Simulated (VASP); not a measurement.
# CdTe (F-43m) in VASP: notebook

CdTe is run at these levels: LDA; tasks: single point.

Program: VASP 6.6.1. These are calculated values, not measurements. Logs are shortened: lines on timing, memory, paths and dates and some standing lists are left out, and cuts for length are marked.

**Experimental background.**

A printed reference work, data compilation reports, for a bulk crystal of CdTe at 0 K: band gap 1.607 eV.

How close the calculation comes is told below.

## Step 1: The cell of the first run

It takes space group F-43m (No. 216, cubic). The conventional cell has a = 6.410 Å, b = 6.410 Å, c = 6.410 Å, α = 90.00°, β = 90.00°, γ = 90.00°. Within 3.7 Å of Cd (site symmetry -43m) lie 4 Te at 2.78 Å. Te (site symmetry -43m) has 4 Cd at 2.78 Å within 3.7 Å.

## Step 2: Single point, LDA

INCAR

```
SYSTEM = CdTe
PREC = Accurate
ENCUT = 520
EDIFF = 1E-7
ISMEAR = 0
SIGMA = 0.01
LREAL = .FALSE.
LASPH = .TRUE.
NELM = 100
ALGO = Normal
ISIF = 2
LWAVE = .FALSE.
LCHARG = .TRUE.
GGA = CA
LELF = .TRUE.
LVHAR = .TRUE.
NBANDS = 16
```

KPOINTS

```
regular mesh
0
G
  6 6 6
  0 0 0
```

POSCAR

```
CdTe
1.0
    3.2050000000      3.2050000000      0.0000000000
   -3.2050000000      3.2050000000      0.0000000000
    0.0000000000      3.2050000000      3.2050000000
Cd Te
1 1
Direct
    0.0000000000      0.0000000000      0.0000000000
    0.7500000000      0.2500000000      0.5000000000
```

Potentials or basis: VASP PAW LDA potentials, release 64 (Cd, Te).

Run with:

```
$ cat potpaw_LDA.64/Cd/POTCAR potpaw_LDA.64/Te/POTCAR > POTCAR
$ mpirun -np 1 vasp_std > vasp.out
```

OUTCAR:

```text
SYSTEM = CdTe
   PREC = Accurate
   ENCUT = 520
   EDIFF = 1E-7
   ISMEAR = 0
   LREAL = .FALSE.
   LASPH = .TRUE.
   NELM = 100
   ISIF = 2
   GGA = CA

 ion  position               nearest neighbor table
   1  0.000  0.000  0.000-   2 2.78   2 2.78   2 2.78   2 2.78
   2  0.750  0.250  0.500-   1 2.78   1 2.78   1 2.78   1 2.78

  LATTYP: Found a face centered cubic cell.
 ALAT       =     6.4100000000

  Lattice vectors:

 A1 = (   0.0000000000,   3.2050000000,   3.2050000000)
 A2 = (   3.2050000000,   0.0000000000,   3.2050000000)
 A3 = (   3.2050000000,   3.2050000000,   0.0000000000)

Analysis of symmetry for initial positions (statically):
=====================================================================
 Subroutine PRICEL returns:
 Original cell was already a primitive cell.

 Routine SETGRP: Setting up the symmetry group for a
 face centered cubic supercell.

 Subroutine GETGRP returns: Found 24 space group operations
 (whereof 24 operations were pure point group operations)
 out of a pool of 48 trial point group operations.

The static configuration has the point symmetry T_d .

Analysis of symmetry for dynamics (positions and initial velocities):
=====================================================================
 Subroutine PRICEL returns:
 Original cell was already a primitive cell.

 Routine SETGRP: Setting up the symmetry group for a
 face centered cubic supercell.

 Subroutine GETGRP returns: Found 24 space group operations
 (whereof 24 operations were pure point group operations)
 out of a pool of 48 trial point group operations.

The dynamic configuration has the point symmetry T_d .

 Subroutine INISYM returns: Found 24 space group operations
 (whereof 24 operations are pure point group operations),
 and found     1 'primitive' translations

----------------------------------------------------------------------------------------

                                     Primitive cell

  volume of cell :      65.8437

  direct lattice vectors                    reciprocal lattice vectors
     3.205000000  3.205000000  0.000000000     0.156006240  0.156006240 -0.156006240
    -3.205000000  3.205000000  0.000000000    -0.156006240  0.156006240 -0.156006240
     0.000000000  3.205000000  3.205000000     0.000000000  0.000000000  0.312012480

  length of vectors
     4.532554467  4.532554467  4.532554467     0.270210734  0.270210734  0.312012480

  position of ions in fractional coordinates (direct lattice)
     0.000000000  0.000000000  0.000000000
     0.750000000  0.250000000  0.500000000

  ion indices of the primitive-cell ions
   primitive index   ion index
                 1           1
                 2           2

----------------------------------------------------------------------------------------

 KPOINTS: regular mesh

Automatic generation of k-mesh.
 Grid dimensions read from file:
 generate k-points for:    6    6    6

 Generating k-lattice:

  Cartesian coordinates                     Fractional coordinates (reciprocal lattice)
     0.026001040  0.026001040 -0.026001040     0.166666667  0.000000000  0.000000000
    -0.026001040  0.026001040 -0.026001040     0.000000000  0.166666667  0.000000000
     0.000000000  0.000000000  0.052002080     0.000000000  0.000000000  0.166666667

  Length of vectors
     0.045035122  0.045035122  0.052002080

  Shift w.r.t. Gamma in fractional coordinates (k-lattice)
     0.000000000  0.000000000  0.000000000

 Subroutine IBZKPT returns following result:
 ===========================================

 Found     16 irreducible k-points:

 Following reciprocal coordinates:
            Coordinates               Weight
  0.000000  0.000000  0.000000      1.000000
  0.166667  0.000000  0.000000      8.000000
  0.333333  0.000000  0.000000      8.000000
  0.500000  0.000000  0.000000      4.000000
  0.166667  0.166667  0.000000     12.000000
  0.333333  0.166667  0.000000     24.000000
[... 8 lines left out ...]
  0.500000  0.333333  0.166667     24.000000
  0.500000  0.500000  0.166667     12.000000
   k-points           NKPTS =     16   k-points in BZ     NKDIM =     16   number of bands    NBANDS=     16
   number of dos      NEDOS =    301   number of ions     NIONS =      2
   total plane-waves  NPLWV =  46656
   dimension x,y,z NGX =    36 NGY =   36 NGZ =   36
   dimension x,y,z NGXF=    72 NGYF=   72 NGZF=   72
   ions per type =               1   1
   NGX,Y,Z   is equivalent  to a cutoff of  13.20, 13.20, 13.20 a.u.
   NGXF,Y,Z  is equivalent  to a cutoff of  26.41, 26.41, 26.41 a.u.
 SYSTEM =  CdTe
   PREC   = accura    normal or accurate (medium, high low for compatibility)
   ISTART =      0    job   : 0-new  1-cont  2-samecut
   ICHARG =      2    charge: 1-file 2-atom 10-const
   ISPIN  =      1    spin polarized calculation?
   LNONCOLLINEAR =      F non collinear calculations
   LSORBIT =      F    spin-orbit coupling
   LASPH  =      T    aspherical Exc in radial PAW
   ENCUT  =  520.0 eV  38.22 Ry    6.18 a.u.   8.43  8.43  8.43*2*pi/ulx,y,z
   NELM   =    100;   NELMIN=  2; NELMDL= -5     # of ELM steps
   EDIFF  = 0.1E-06   stopping-criterion for ELM
   LREAL  =      F    real-space projection
   EDIFFG = 0.1E-05   stopping-criterion for IOM
   NSW    =      0    number of steps for IOM
   IBRION =     -1    ionic relax: 0-MD 1-quasi-New 2-CG
   NFREE  =      0    steps in history (QN), initial steepest desc. (CG)
   ISIF   =      2    stress and relaxation
   ISYM   =      2    0-nonsym 1-usesym 2-fastsym
   POTIM  = 0.5000    time-step for ionic-motion
   TEBEG  =    0.0;   TEEND  =   0.0 temperature during run
   PSTRESS=    0.0 pullay stress
   NELECT =      18.0000    total number of electrons
   NUPDOWN=      -1.0000    fix difference up-down
   EMIN   =  10.00;   EMAX   =-10.00  energy-range for DOS
   EFERMI =   0.00;   METHOD = LEGACY
   ISMEAR =     0;   SIGMA  =   0.01  broadening in eV -4-tet -1-fermi 0-gaus
   EFERMI_NEDOS =   21; number of points for ismear=-14 and -15
   IALGO  =     38    algorithm
   IMIX   =      4    mixing-type and parameters
     AMIX     =   0.40;   BMIX     =  1.00
     AMIX_MAG =   1.60;   BMIX_MAG =  1.00
  volume/ion in A,a.u.               =      32.92       222.17
  Fermi-wavevector in a.u.,A,eV,Ry     =   1.062497  2.007828 15.359610  1.128899
  Thomas-Fermi vector in A             =   2.197950
   LORBIT       =      0    0 simple, 1 ext, 2 COOP (PROOUT), +10 PAW based schemes
   GGA     = CA    functional components
   LHFCALC =     F    Hartree Fock is set to
   AEXX    =    0.0000 exact exchange contribution
   IVDW    =     0    specifies the selected vdW correction
   LEPSILON=     F    determine dielectric tensor
   LRPA    =     F    only Hartree local field effects (RPA)
 non-spin polarized calculation
 Gauss-broadening in eV      SIGMA  =   0.01
  energy-cutoff  :      520.00
  volume of cell :       65.84
 maximum number of plane-waves:      1807
 NGX is ok and might be reduce to    36
   NGX = 17   NGY = 17   NGZ = 17

 number of electron      17.9999995 magnetization

 Free energy of the ion-electron system (eV)
  ---------------------------------------------------
  ext. energy  EPLUGINS =         0.00000000
  ---------------------------------------------------
  free energy    TOTEN  =        -6.04427533 eV

  energy without entropy =       -6.04427533  energy(sigma->0) =       -6.04427533

 E-fermi :   2.5771     XC(G=0):  -9.0887

 val. band max:        2.4701164578   @ k =   0.0000   0.0000   0.0000
 cond. band min:       3.1208304671   @ k =   0.0000   0.0000   0.0000
 fundamental gap:      0.6507140093
 Fermi energy:         2.5770761683

 k-point     1 :       0.0000    0.0000    0.0000
  band No.  band energies     occupation
      1      -8.9648      2.00000
      2      -5.9468      2.00000
      3      -5.9468      2.00000
      4      -5.9468      2.00000
      5      -5.6577      2.00000
      6      -5.6577      2.00000
[... 8 lines left out ...]
     15      11.8613      0.00000
     16      11.8613      0.00000

 k-point     2 :       0.1667    0.0000    0.0000
  band No.  band energies     occupation
      1      -8.8556      2.00000
      2      -5.9260      2.00000
      3      -5.9260      2.00000
      4      -5.8623      2.00000
      5      -5.6592      2.00000
      6      -5.6592      2.00000
[... 8 lines left out ...]
     15      10.8883      0.00000
     16      10.8883      0.00000

 k-point     3 :       0.3333    0.0000    0.0000
  band No.  band energies     occupation
      1      -8.6361      2.00000
      2      -5.8905      2.00000
      3      -5.8905      2.00000
      4      -5.6550      2.00000
      5      -5.6550      2.00000
      6      -5.5655      2.00000
[... 8 lines left out ...]
     15      11.3105      0.00000
     16      11.3105      0.00000

 k-point     4 :       0.5000    0.0000    0.0000
  band No.  band energies     occupation
      1      -8.5282      2.00000
      2      -5.8768      2.00000
      3      -5.8768      2.00000
      4      -5.6481      2.00000
      5      -5.6481      2.00000
      6      -5.2847      2.00000
[... 8 lines left out ...]
     15      12.7622      0.00000
     16      12.7622      0.00000
[... 172 lines left out ...]
 k-point    14 :       0.3333    0.3333    0.1667
  band No.  band energies     occupation
      1      -8.4973      2.00000
      2      -5.8410      2.00000
      3      -5.8333      2.00000
      4      -5.7067      2.00000
      5      -5.6444      2.00000
      6      -5.3305      2.00000
[... 8 lines left out ...]
     15      12.7272      0.00000
     16      13.9311      0.00000

 k-point    15 :       0.5000    0.3333    0.1667
  band No.  band energies     occupation
      1      -8.4296      2.00000
      2      -5.8334      2.00000
      3      -5.8166      2.00000
      4      -5.6864      2.00000
      5      -5.6556      2.00000
      6      -5.1177      2.00000
[... 8 lines left out ...]
     15      12.9228      0.00000
     16      13.7050      0.00000

 k-point    16 :       0.5000    0.5000    0.1667
  band No.  band energies     occupation
      1      -8.3966      2.00000
      2      -5.8038      2.00000
      3      -5.7995      2.00000
      4      -5.7125      2.00000
      5      -5.6446      2.00000
      6      -5.0646      2.00000
[... 8 lines left out ...]
     15      13.5703      0.00000
     16      13.8135      0.00000

------------------------ aborting loop because EDIFF is reached ----------------------------------------

  FORCE on cell =-STRESS in cart. coord.  units (eV):
  Direction    XX          YY          ZZ          XY          YZ          ZX
  --------------------------------------------------------------------------------------
  -------------------------------------------------------------------------------------
  Total        0.1058104      0.1058104      0.1058104      0.0000000     -0.0000000      0.0000000
  in kB        2.5746902      2.5746902      2.5746902      0.0000000     -0.0000000      0.0000000
  external PRESSURE =       2.5746902 kB  Pullay stress =       0.0000000 kB

 VOLUME and BASIS-vectors are now :
 -----------------------------------------------------------------------------
  energy-cutoff  :      520.00
  volume of cell :       65.84
      direct lattice vectors                 reciprocal lattice vectors
     3.205000000  3.205000000  0.000000000     0.156006240  0.156006240 -0.156006240
    -3.205000000  3.205000000  0.000000000    -0.156006240  0.156006240 -0.156006240
     0.000000000  3.205000000  3.205000000     0.000000000  0.000000000  0.312012480

 POSITION                                       TOTAL-FORCE (eV/Angst)
 -----------------------------------------------------------------------------------
      0.00000      0.00000      0.00000         0.000000      0.000000      0.000000
      1.60250      4.80750      1.60250        -0.000000      0.000000     -0.000000
 -----------------------------------------------------------------------------------
    total drift:                                0.000000      0.000000     -0.000000

  FREE ENERGIE OF THE ION-ELECTRON SYSTEM (eV)
  ---------------------------------------------------
  free  energy   TOTEN  =        -6.0442753280 eV

  energy  without entropy=       -6.0442753280  energy(sigma->0) =       -6.04427533
```

Run time: 11 s. Hardware: 1 thread of Intel Xeon 6975P-C, shared host; peak memory 0.18 GiB.

Results:

```
Free energy            : -6.0443 eV
Pressure               : 0.3 GPa
Band gap on the k mesh : 0.65 eV, direct
```

Levels at points of the mesh, in eV from the valence-band top:
```
           k point  band 7  band 8  band 9  band 10  band 11  band 12
(0.00, 0.00, 0.00)    0.00    0.00    0.00     0.65     4.47     4.47
(0.50, 0.00, 0.00)   -4.69   -0.84   -0.84     1.69     5.08     5.08
(0.50, 0.50, 0.00)   -4.54   -2.01   -2.01     2.37     2.54     8.82
```

Caveat: spin-orbit coupling is left out, which moves the levels of the heavy elements.

[end of part 1 of 2]
